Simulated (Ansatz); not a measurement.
# SnO (P4/nmm) in Ansatz: further runs

The runs below take SnO through relaxation of cell and atoms, with PBEsol+D3(BJ), PBEsol+D4, RPBE+D3(BJ), RPBE+D4.

All numbers are computed with Ansatz 0.2.0; they aren't measurements. Logs are shortened: lines on timing, memory, paths and dates and some standing lists are left out, and cuts for length are marked.

**1. The structure**

The structure is tetragonal, space group P4/nmm (No. 129). Conventional cell: a = 3.814 Å, b = 3.814 Å, c = 4.887 Å, α = 90.00°, β = 90.00°, γ = 90.00°. Around Sn (site symmetry 4mm) lie 4 O at 2.23 Å. O (site symmetry -4m2) has 4 Sn at 2.23 Å as nearest neighbours.

The cell is a database's computed one.

**2. Relaxation of cell and atoms, PBEsol+D3(BJ)**

input.yaml

```yaml
crystal:
  lattice:
    - [3.81369522, 0.0, 0.0]
    - [0.0, 3.81369522, 0.0]
    - [0.0, 0.0, 4.8869133]
  atoms:
    - { symbol: Sn, position: [0.5, 0.0, 0.76462614] }
    - { symbol: Sn, position: [0.0, 0.5, 0.23537386] }
    - { symbol: O, position: [0.0, 0.0, 0.0] }
    - { symbol: O, position: [0.5, 0.5, 0.0] }
hamiltonian:
  xc: pbesol
  pseudopotentials: { kind: paw }
  dispersion: d3bj
kpoints:
  mp_grid: { grid: [7, 7, 6] }
scf:
  occupations: { method: fermi_dirac, width: 0.05 }
output:
  forces: true
  stress: true
relax:
  f_tol: 0.01
  max_steps: 40
  cell: { stress_tol: 0.05 }
```

Potentials or basis: Ansatz PAW.

Launch:

```bash
$ ansatz run input.yaml --threads 2 --pin off --max-ram 5632MiB --backend cpu --events-out ev --progress --plain --runs-dir out
```

The program printed:

```text
Warning: RAYON_NUM_THREADS=2 ignored (pool sized by the plan → 2); use --threads N
Engine: ansatz 0.2.0, x86_64-unknown-linux-gnu
Pseudopotentials: kind: paw
Pseudopotential: Sn, paw, valence charge 14, recommended cutoff 420 eV (normal), Sn.paw.azcp
Pseudopotential: O, paw, valence charge 6, recommended cutoff 420 eV (normal), O.paw.azcp
Functional definition: PBEsol
  exchange = pbesol_x
  correlation = pbesol_c
Crystal: 4 atoms, lattice volume = 71.077 Å³
Basis set: ecut = 420 eV, 1409 PW (Γ), exchange–correlation on 54×54×72 points (8 copies of the dense FFT grid, shifted against one another)
Bands: 24, of which v1, the nominal top of the filled ones, is band 20 counted from 1 (19 counted from 0)
Symmetry: 16 space group operations
Space group: P4/nmm (ITA 129), of the structure as read, at distance tolerance 4.1e-5 Å
k-points: 40 of 294
Non-local potential: Sn, projectors of the file, l = 0: 2, l = 1: 2, l = 2: 2, l = 3: 2
Non-local potential: O, projectors of the file, l = 0: 2, l = 1: 2, l = 2: 1
PAW form: soft (Blöchl's): semilocal exchange-correlation on the pseudo side does not see the compensation charge
PAW frozen core: Sn, regenerated for the run's functional, and the local potential with it (the file was generated under x = pbe(κ = 0.804, μ = 0.2195149727645171), c = pbe(β = 0.06672455060314922))
PAW frozen core: O, regenerated for the run's functional, and the local potential with it (the file was generated under x = pbe(κ = 0.804, μ = 0.2195149727645171), c = pbe(β = 0.06672455060314922))
PAW one-centre angular grid: Sn, 590 points (default); XC on 64 Gauss nodes
PAW one-centre angular grid: O, 110 points (default); XC on 64 Gauss nodes
Initial density: superposition of atomic densities (neutral atoms: chi_scale 0, normalization atom), corrected by the library's trained network
Initial wavefunctions: pseudopotential atomic-orbital guess
Functional: x = pbesol(κ = 0.804, μ = 0.12345679012345678), c = pbesol(β = 0.046)
SCF iter   1: F=—  HF=-13022.287170 eV  |F-HF|=—  |Δ(HF+E_count)|=         —  Δρ=1.32e-2  dr2=1.02e-1  ethr=1.77e-3  ⟨swp⟩=6.0  Hψ=4393  notcnv=0
preconditioner: auto → Resta (q_TF=auto, 2.479 Å⁻¹)  ε∞=3.4  [insulator: Δε(μ)=0.280 eV  Ē_g=17.936 eV  σ=0.050 eV  W_gap=0.88  n_scr=18 (ndim 8)  ℏωp=27.9 eV  f_vac=0.021  D(μ)=0.06/eV (n_scr^D=0)  ε∞_Penn≈3.4]
SCF iter   2: F=—  HF=-13022.265529 eV  |F-HF|=—  |Δ(HF+E_count)|=   2.16e-2  Δρ=4.39e-3  dr2=1.31e-2  ethr=2.55e-4  ⟨swp⟩=2.2  Hψ=1793  notcnv=0
SCF iter   3: F=—  HF=-13022.262751 eV  |F-HF|=—  |Δ(HF+E_count)|=   2.78e-3  Δρ=1.03e-3  dr2=8.21e-4  ethr=3.29e-5  ⟨swp⟩=2.0  Hψ=1380  notcnv=0
SCF iter   4: F=—  HF=-13022.262698 eV  |F-HF|=—  |Δ(HF+E_count)|=   5.29e-5  Δρ=2.51e-4  dr2=4.58e-5  ethr=2.05e-6  ⟨swp⟩=2.0  Hψ=1734  notcnv=0
SCF iter   5: F=—  HF=-13022.262706 eV  |F-HF|=—  |Δ(HF+E_count)|=   7.60e-6  Δρ=5.04e-5  dr2=2.79e-6  ethr=1.15e-7  ⟨swp⟩=2.0  Hψ=1252  notcnv=0
SCF iter   6: F=—  HF=-13022.262707 eV  |F-HF|=—  |Δ(HF+E_count)|=   1.41e-6  Δρ=1.73e-5  dr2=2.07e-7  ethr=6.98e-9  ⟨swp⟩=2.6  Hψ=1680  notcnv=0
SCF iter   7: F=-13022.262707 eV  HF=-13022.262707 eV  |F-HF|=4.17e-9  |Δ(HF+E_count)|=   1.41e-7  Δρ=5.22e-6  dr2=2.01e-8  ethr=2.50e-10  ⟨swp⟩=5.0  Hψ=3504  notcnv=0
SCF 1 converged in 7 iterations: F = -13022.262707 eV  dr2 = 2.01e-8
relax step   1: F+E_penalty+E_count = -13022.26270709 eV  Δ(F+E_penalty+E_count) = +0.000e0 eV  max|allowed force component| = 7.907e-2 eV/Å  Δτ_max = 0.0000 Å  P = -2.517 GPa  Ω = 71.077 Å³  (7 SCF iters, dr2 threshold 1.00e-7 eV, accepted)
Crystal: 4 atoms, lattice volume = 65.148 Å³
Basis set: ecut = 420 eV, 1239 PW (Γ), exchange–correlation on 54×54×72 points (8 copies of the dense FFT grid, shifted against one another)
[... 75 lines left out ...]
SCF iter   2: F=—  HF=-13022.329351 eV  |F-HF|=—  |Δ(HF+E_count)|=   2.93e-5  Δρ=2.56e-5  dr2=1.30e-7  ethr=1.48e-9  ⟨swp⟩=2.3  Hψ=1471  notcnv=0
SCF iter   3: F=—  HF=-13022.329351 eV  |F-HF|=—  |Δ(HF+E_count)|=   6.53e-8  Δρ=1.26e-5  dr2=4.97e-8  ethr=3.24e-10  ⟨swp⟩=1.0  Hψ=961  notcnv=0
SCF iter   4: F=—  HF=-13022.329351 eV  |F-HF|=—  |Δ(HF+E_count)|=   1.75e-8  Δρ=2.08e-6  dr2=8.38e-9  ethr=1.24e-10  ⟨swp⟩=1.7  Hψ=1076  notcnv=0
SCF iter   5: F=—  HF=-13022.329351 eV  |F-HF|=—  |Δ(HF+E_count)|=   1.65e-9  Δρ=7.00e-7  dr2=7.13e-10  ethr=2.10e-11  ⟨swp⟩=2.7  Hψ=1598  notcnv=0
SCF iter   6: F=-13022.329351 eV  HF=-13022.329351 eV  |F-HF|=1.09e-11  |Δ(HF+E_count)|=  1.87e-10  Δρ=1.79e-7  dr2=1.58e-11  ethr=1.00e-12  ⟨swp⟩=3.8  Hψ=4495  notcnv=0
SCF 8 converged in 6 iterations: F = -13022.329351 eV  dr2 = 1.58e-11
relax step   8: F+E_penalty+E_count = -13022.32935146 eV  Δ(F+E_penalty+E_count) = +1.121e-3 eV  max|allowed force component| = 7.535e-4 eV/Å  Δτ_max = 0.0000 Å  P = -0.005 GPa  Ω = 64.818 Å³  stress off target by 1.91e-2 GPa  SCF on the basis re-selected at this cell (its energy is not comparable with the rows above)  (6 SCF iters)
basis re-selected at this cell: Δ(F+E_penalty+E_count) = +1.121e-3 eV, ΔP = -0.017 GPa vs the last step (what re-selecting the basis moved, of the pressure what is left beyond the Pulay correction that the steps carried, after the strain that the cell walked since its last selection, with what the two solves' SCF thresholds leave and, on support functions, any second-order correction that the steps lacked; it is no measure of the basis error at this ecutwfc). This SCF's stress stands 1.91e-2 GPa from its target on what of the cell is left free (relax.cell.stress_tol is 5.00e-2 GPa) and its largest allowed force component is 7.54e-4 eV/Å (relax.f_tol is 1.00e-2 eV/Å): within both
SCF converged after 6 iterations
Free energy (F): -13022.329351 eV
Harris-Foulkes:  -13022.329351 eV  (|F-HF|=1.09e-11)
Internal energy: -13022.326448 eV  (E = F + TS)
E sigma→0 (E₀):  -13022.327900 eV
Entropy (-TS):   -0.002904 eV (-0.726 meV/atom)
Fermi energy:    11.008353 eV
--- Per-component energies (eV) ---
  E_band       = -147.309154
  E_kinetic    = 725.629910
  E_local      = -2401.006957  (includes V_loc(G=0)·N_el)
  E_nonlocal   = 36.657329
  E_hartree    = 1327.785650
  E_xc         = -904.891955
  E_vxc        = -381.773343  (∫ρ·V_xc dr)
  E_paw        = -8436.113960  (= ΣΔE_a)
  E_vpaw       = -782.392155  (= ΣTr[D̂ρ^β])
  E_aug_tail   = 0.004859  (compensation charges beyond the density's cutoff)
  E_ewald      = -3370.096935
  E_disp       = -0.934643  (pairwise vdW)
  E_core_change = 0.640255  (= ΣΔE_core)
  E_smearing   = -0.002904  (= −TS)
  E_closure    = 0.000000  (closes the sum)
  Σ components = -13022.329351   (vs F -13022.329351, Δ=0.00e0)
--- Forces (eV/Å), atoms counted from 1 ---
  atom   1  Sn     0.00000000     0.00000000    -0.00075351
  atom   2  Sn     0.00000000     0.00000000     0.00075351
  atom   3  O      0.00000000     0.00000000     0.00000000
  atom   4  O      0.00000000     0.00000000    -0.00000000
  max |Σ_I F_I| component: 1.08e-19 eV/Å
--- Stress (GPa, compression-positive) ---
        0.002357       0.000000       0.000000
        0.000000       0.002357       0.000000
        0.000000       0.000000      -0.019149
  P = ⅓ Tr σ = -0.0048 GPa (-0.048 kbar)
--- Relaxed structure (6 steps of the walk, 6 accepted, 2 SCFs on fresh bases) ---
  F+E_penalty+E_count = -13022.32935146 eV   max|allowed force component| = 7.535e-4 eV/Å   (the final SCF, on the basis selected at the relaxed cell)
  cell:  # Å, volume = 64.8176 Å³
    - [3.7703602287406346, -1.4960911511411713e-34, 0.0]
    - [-1.4960911511411713e-34, 3.7703602287406346, 0.0]
    - [0.0, 0.0, 4.559603024233262]
  atoms:
    - { symbol: Sn, position: [0.5, -6.238570281094222e-36, 0.7465851260798857] }
    - { symbol: Sn, position: [-3.802322281994978e-35, 0.5, 0.2534148739201144] }
    - { symbol: O, position: [1.8986953029417204e-35, 6.386520564440332e-36, 0.0] }
    - { symbol: O, position: [0.5, 0.5, 0.0] }
```

It took 11 s on 2 threads of Intel Xeon Platinum 8488C (Sapphire Rapids), shared host; peak memory 0.45 GiB.

Results:

```yaml
Free_energy: -13022.3294 eV
Relaxed_volume: 16.20 Å³/atom
Relaxed_cell: a = 3.770 Å, b = 3.770 Å, c = 4.560 Å, α = 90.00°, β = 90.00°, γ = 90.00°
Space_group_after_relaxing_to_0.05_Å: P4/nmm (No. 129)
Energy_gained_by_relaxing: 16.7 meV/atom
Ionic_steps: 8
Pressure_after_relaxing: 0.0 GPa
```

The path:
| step | energy change (eV) | largest force (eV/Å) | volume (Å³) |
| --- | --- | --- | --- |
| 1 | 0.0000 | 0.0791 | 71.08 |
| 2 | -0.0638 | 0.4112 | 65.15 |
| 3 | -0.0710 | 0.3100 | 64.81 |
| 4 | -0.0768 | 0.0095 | 65.37 |
| 5 | -0.0775 | 0.0054 | 65.21 |
| 6 | -0.0660 | 0.0019 | 65.21 |
| 7 | -0.0678 | 0.0003 | 64.82 |
| 8 | -0.0666 | 0.0008 | 64.82 |

Final structure:
```
Sn O
1.0
     3.77036    0.00000    0.00000
     0.00000    3.77036    0.00000
     0.00000    0.00000    4.55960
Sn O
2 2
Cartesian
  1.8852 0.0000 3.4041
  0.0000 1.8852 1.1555
  0.0000 0.0000 0.0000
  1.8852 1.8852 0.0000
```

Caveat: the plane-wave basis is chosen anew once the cell has moved, so the energies of steps on either side of that aren't comparable; the pressure holds a Pulay correction of +0.5 GPa for the finite cutoff; the PAW data sets come from PBE, with cores solved anew for the run's functional, which leaves a small shift of forces and pressure.

(Continued in part 2 of 2.)
